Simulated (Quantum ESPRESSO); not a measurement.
# TiB2 (P1) in Quantum ESPRESSO: convergence with SCF threshold

Aim: find how far SCF threshold must go before the results for TiB2 settle, at PBE. This setting moves, with any that are tied to it; all else stays.

Everything below comes from runs of Quantum ESPRESSO 7.5. Logs are shortened: lines on timing, memory, paths and dates and some standing lists are left out, and cuts for length are marked.

**1. The cell of the first run**

The typed cell holds 3 atoms: a = 3.029 Å, b = 3.029 Å, c = 3.228 Å, α = 90.00°, β = 90.00°, γ = 120.00°.

The cell isn't the ideal one: atoms moved at random, drawn with an rms of 0.02 Å.

**2. With SCF threshold 0.001 Ry**

Input file pw.in:

```
&CONTROL
  calculation = 'scf'
  prefix = 'pwscf'
  outdir = './tmp'
  pseudo_dir = './pseudo'
  tprnfor = .true.
  tstress = .true.
  disk_io = 'nowf'
/
&SYSTEM
  ibrav = 0
  nat = 3
  ntyp = 2
  ecutwfc = 84
  nbnd = 15
  occupations = 'smearing'
  smearing = 'fd'
  degauss = 0.00367493
/
&ELECTRONS
  conv_thr = 0.001
  electron_maxstep = 120
  mixing_beta = 0.5
/
ATOMIC_SPECIES
Ti    47.8670 Ti.upf
B     10.8100 B.upf
CELL_PARAMETERS angstrom
   3.0292000000    0.0000000000    0.0000000000
  -1.5146000000    2.6233641531    0.0000000000
   0.0000000000    0.0000000000    3.2284000000
ATOMIC_POSITIONS crystal
Ti     0.0024750000   -0.0024070000    0.0004800000
B      0.6625270000    0.3349260000    0.4998880000
B      0.3382470000    0.6740200000    0.4982140000
K_POINTS automatic
8 8 7 0 0 0
```

Potentials or basis: PseudoDojo 0.5 SR PBE standard.

On the command line:

```
OMP_NUM_THREADS=1 pw.x -in pw.in > pw.out
```

pw.out:

```text
This program is part of the open-source Quantum ESPRESSO suite
     for quantum simulation of materials; please cite
[... 6 lines left out ...]
     --------------------
     sticks:   dense  smooth     PW     G-vecs:    dense   smooth      PW
     Sum         757     757    223                17999    17999    2893

     Using Slab Decomposition

     bravais-lattice index     =            0
     lattice parameter (alat)  =       5.7244  a.u.
     unit-cell volume          =     173.1293 (a.u.)^3
     number of atoms/cell      =            3
     number of atomic types    =            2
     number of electrons       =        18.00
     number of Kohn-Sham states=           15
     kinetic-energy cutoff     =      84.0000  Ry
     charge density cutoff     =     336.0000  Ry
     scf convergence threshold =      1.0E-03
     mixing beta               =       0.5000
     number of iterations used =            8  plain     mixing
     Exchange-correlation= PBE
                           (   1   4   3   4   0   0   0)

     celldm(1)=   5.724358  celldm(2)=   0.000000  celldm(3)=   0.000000
     celldm(4)=   0.000000  celldm(5)=   0.000000  celldm(6)=   0.000000

     crystal axes: (cart. coord. in units of alat)
               a(1) = (   1.000000   0.000000   0.000000 )
               a(2) = (  -0.500000   0.866025   0.000000 )
               a(3) = (   0.000000   0.000000   1.065760 )

     reciprocal axes: (cart. coord. in units 2 pi/alat)
               b(1) = (  1.000000  0.577350 -0.000000 )
               b(2) = (  0.000000  1.154701  0.000000 )
               b(3) = (  0.000000 -0.000000  0.938298 )

     PseudoPot. # 1 for Ti read from file:
     Ti.upf
     Pseudo is Norm-conserving + core correction, Zval = 12.0
     Generated using ONCVPSP code by D. R. Hamann
     Using radial grid of 1586 points,  6 beta functions with:
                l(1) =   0
                l(2) =   0
                l(3) =   1
                l(4) =   1
                l(5) =   2
                l(6) =   2

     PseudoPot. # 2 for B  read from file:
     B.upf
     Pseudo is Norm-conserving + core correction, Zval =  3.0
     Generated using ONCVPSP code by D. R. Hamann
     Using radial grid of 1534 points,  4 beta functions with:
                l(1) =   0
                l(2) =   0
                l(3) =   1
                l(4) =   1

     atomic species   valence    mass     pseudopotential
     Ti               12.00    47.86700     Ti( 1.00)
     B                 3.00    10.81000     B ( 1.00)

     No symmetry found

   Cartesian axes

     site n.     atom                  positions (alat units)
         1        Ti     tau(   1) = (   0.0036785  -0.0020845   0.0005116  )
         2        B      tau(   2) = (   0.4950640   0.2900544   0.5327606  )
         3        B      tau(   3) = (   0.0012370   0.5837184   0.5309765  )

     number of k points=   226  Fermi-Dirac smearing, width (Ry)=  0.0037

     Number of k-points >= 100: set verbosity='high' to print them.

     Dense  grid:    17999 G-vectors     FFT dimensions: (  36,  36,  36)

     Initial potential from superposition of free atoms

     starting charge      17.9979, renormalised to      18.0000
     Starting wfcs are   18 randomized atomic wfcs

     Self-consistent Calculation

     iteration #  1     ecut=    84.00 Ry     beta= 0.50
     Davidson diagonalization with overlap
     ethr =  1.00E-02,  avg # of iterations =  3.0

     total energy              =    -130.52838812 Ry
     estimated scf accuracy    <       0.46736912 Ry

     iteration #  2     ecut=    84.00 Ry     beta= 0.50
     Davidson diagonalization with overlap
     ethr =  2.60E-03,  avg # of iterations =  2.2

     total energy              =    -130.63240833 Ry
     estimated scf accuracy    <       0.35250535 Ry

     iteration #  3     ecut=    84.00 Ry     beta= 0.50
     Davidson diagonalization with overlap
     ethr =  1.96E-03,  avg # of iterations =  1.3

     total energy              =    -130.70734780 Ry
     estimated scf accuracy    <       0.00713431 Ry

     iteration #  4     ecut=    84.00 Ry     beta= 0.50
     Davidson diagonalization with overlap
     c_bands:  1 eigenvalues not converged
     ethr =  3.96E-05,  avg # of iterations =  4.6

     End of self-consistent calculation

     Number of k-points >= 100: set verbosity='high' to print the bands.

     the Fermi energy is    15.2506 ev

!    total energy              =    -130.70906123 Ry
     estimated scf accuracy    <       0.00011082 Ry
     smearing contrib. (-TS)   =      -0.00005471 Ry
     internal energy E=F+TS    =    -130.70900652 Ry

     The total energy is F=E-TS. E is the sum of the following terms:
     one-electron contribution =     -29.74450002 Ry
     hartree contribution      =      24.23663140 Ry
     xc contribution           =     -22.58780715 Ry
     ewald contribution        =    -102.61333075 Ry

     convergence has been achieved in   4 iterations

     Forces acting on atoms (cartesian axes, Ry/au):

     atom    1 type  1   force =    -0.00921437    0.00972066   -0.00252588
     atom    2 type  2   force =     0.01568537    0.00439481   -0.00000545
     atom    3 type  2   force =    -0.00647099   -0.01411547    0.00253133

     Total force =     0.026432     Total SCF correction =     0.000399

     Computing stress (Cartesian axis) and pressure

          total   stress  (Ry/bohr**3)                   (kbar)     P=       11.96
   0.00008349  -0.00001874   0.00000128           12.28       -2.76        0.19
  -0.00001874   0.00011508  -0.00000152           -2.76       16.93       -0.22
   0.00000128  -0.00000152   0.00004533            0.19       -0.22        6.67

=------------------------------------------------------------------------------=
   JOB DONE.
=------------------------------------------------------------------------------=
```

Wall time 38 s (1 thread of Arm Neoverse V2, shared host); peak memory 0.15 GiB.

Results:

```yaml
Free_energy: -1778.3874 eV
Pressure: 1.2 GPa
Largest_force: 0.419 eV/Å
Band_gap_on_the_k_mesh: none (metal or under the smearing width)
```

**3. With SCF threshold 0.0001 Ry**

pw.in: that of step 2 with these lines changed.

```diff
@@ -20,3 +20,3 @@
 &ELECTRONS
-  conv_thr = 0.001
+  conv_thr = 0.0001
   electron_maxstep = 120
```

Potentials or basis: PseudoDojo 0.5 SR PBE standard.

On the command line:

```
OMP_NUM_THREADS=1 pw.x -in pw.in > pw.out
```

Wall time 47 s (1 thread of Arm Neoverse V2, shared host); peak memory 0.15 GiB.

What came out:

```yaml
Free_energy: -1778.3878 eV
Pressure: 0.3 GPa
Largest_force: 0.424 eV/Å
Band_gap_on_the_k_mesh: none (metal or under the smearing width)
```

**4. With SCF threshold 1e-05 Ry**

pw.in: that of step 3 with these lines changed.

```diff
@@ -20,3 +20,3 @@
 &ELECTRONS
-  conv_thr = 0.0001
+  conv_thr = 1d-05
   electron_maxstep = 120
```

On the command line:

```
OMP_NUM_THREADS=1 pw.x -in pw.in > pw.out
```

Run time: 47 s. Hardware: 1 thread of Arm Neoverse V2, shared host; peak memory 0.15 GiB.

Results:

```yaml
Free_energy: -1778.3878 eV
Pressure: 0.3 GPa
Largest_force: 0.424 eV/Å
Band_gap_on_the_k_mesh: none (metal or under the smearing width)
```

**5. With SCF threshold 1e-06 Ry**

pw.in: that of step 4 with these lines changed.

```diff
@@ -20,3 +20,3 @@
 &ELECTRONS
-  conv_thr = 1d-05
+  conv_thr = 1d-06
   electron_maxstep = 120
```

On the command line:

```
OMP_NUM_THREADS=1 pw.x -in pw.in > pw.out
```

It took 55 s on 1 thread of Arm Neoverse V2, shared host; peak memory 0.15 GiB.

What came out:

```yaml
Free_energy: -1778.3878 eV
Pressure: 0.1 GPa
Largest_force: 0.423 eV/Å
Band_gap_on_the_k_mesh: none (metal or under the smearing width)
```

**6. With SCF threshold 1e-07 Ry**

pw.in: that of step 5 with these lines changed.

```diff
@@ -20,3 +20,3 @@
 &ELECTRONS
-  conv_thr = 1d-06
+  conv_thr = 1d-07
   electron_maxstep = 120
```

Potentials or basis: PseudoDojo 0.5 SR PBE standard.

On the command line:

```
OMP_NUM_THREADS=1 pw.x -in pw.in > pw.out
```

Wall time 62 s (1 thread of Arm Neoverse V2, shared host); peak memory 0.15 GiB.

Results (log left out):

| Quantity | Value |
| --- | --- |
| Free energy | -1778.3878 eV |
| Pressure | 0.2 GPa |
| Largest force | 0.423 eV/Å |
| Band gap on the k mesh | none (metal or under the smearing width) |

**7. With SCF threshold 1e-08 Ry**

pw.in: that of step 6 with these lines changed.

```diff
@@ -20,3 +20,3 @@
 &ELECTRONS
-  conv_thr = 1d-07
+  conv_thr = 1d-08
   electron_maxstep = 120
```

On the command line:

```
OMP_NUM_THREADS=1 pw.x -in pw.in > pw.out
```

Wall time 62 s (1 thread of Arm Neoverse V2, shared host); peak memory 0.15 GiB.

The run converged. Its results:

| Property | Result |
| --- | --- |
| Free energy | -1778.3878 eV |
| Pressure | 0.2 GPa |
| Largest force | 0.423 eV/Å |
| Band gap on the k mesh | none (metal or under the smearing width) |

**8. With SCF threshold 1e-10 Ry**

pw.in: that of step 7 with these lines changed.

```diff
@@ -20,3 +20,3 @@
 &ELECTRONS
-  conv_thr = 1d-08
+  conv_thr = 1d-10
   electron_maxstep = 120
```

On the command line:

```
OMP_NUM_THREADS=1 pw.x -in pw.in > pw.out
```

Run time: 85 s. Hardware: 1 thread of Arm Neoverse V2, shared host; peak memory 0.15 GiB.

The run converged. Its results:

```yaml
Free_energy: -1778.3878 eV
Pressure: 0.2 GPa
Largest_force: 0.423 eV/Å
Band_gap_on_the_k_mesh: none (metal or under the smearing width)
```

**9. With SCF threshold 1e-12 Ry**

pw.in: that of step 8 with these lines changed.

```diff
@@ -20,3 +20,3 @@
 &ELECTRONS
-  conv_thr = 1d-10
+  conv_thr = 1d-12
   electron_maxstep = 120
```

Potentials or basis: PseudoDojo 0.5 SR PBE standard.

On the command line:

```
OMP_NUM_THREADS=1 pw.x -in pw.in > pw.out
```

Run time: 92 s. Hardware: 1 thread of Arm Neoverse V2, shared host; peak memory 0.15 GiB.

The run converged. Its results:

```yaml
Free_energy: -1778.3878 eV
Pressure: 0.2 GPa
Largest_force: 0.423 eV/Å
Band_gap_on_the_k_mesh: none (metal or under the smearing width)
```

**10. The series at a glance**

| SCF threshold | energy less the tightest run, at zero smearing (meV/atom) | pressure (GPa) | largest force (eV/Å) | SCF cycles | CPU time (s) | peak memory (GiB) |
| --- | --- | --- | --- | --- | --- | --- |
| 0.001 Ry | 0.15 | 1.20 | 0.419 | 4 | 38 | 0.15 |
| 0.0001 Ry | 0.01 | 0.32 | 0.424 | 5 | 47 | 0.15 |
| 1e-05 Ry | 0.01 | 0.32 | 0.424 | 5 | 47 | 0.15 |
| 1e-06 Ry | 0.00 | 0.07 | 0.423 | 6 | 55 | 0.15 |
| 1e-07 Ry | 0.00 | 0.21 | 0.423 | 7 | 62 | 0.15 |
| 1e-08 Ry | 0.00 | 0.21 | 0.423 | 7 | 62 | 0.15 |
| 1e-10 Ry | 0.00 | 0.20 | 0.423 | 10 | 85 | 0.15 |
| 1e-12 Ry | 0.00 | 0.20 | 0.423 | 11 | 92 | 0.15 |

Against the tightest run, the energy stays within 1 meV/atom from 0.001 Ry on; the pressure stays within 0.1 GPa from 1e-07 Ry on; the largest force stays within 0.005 eV/Å from 0.001 Ry on. The tightest run that finished is the yardstick and may itself not be fully converged.
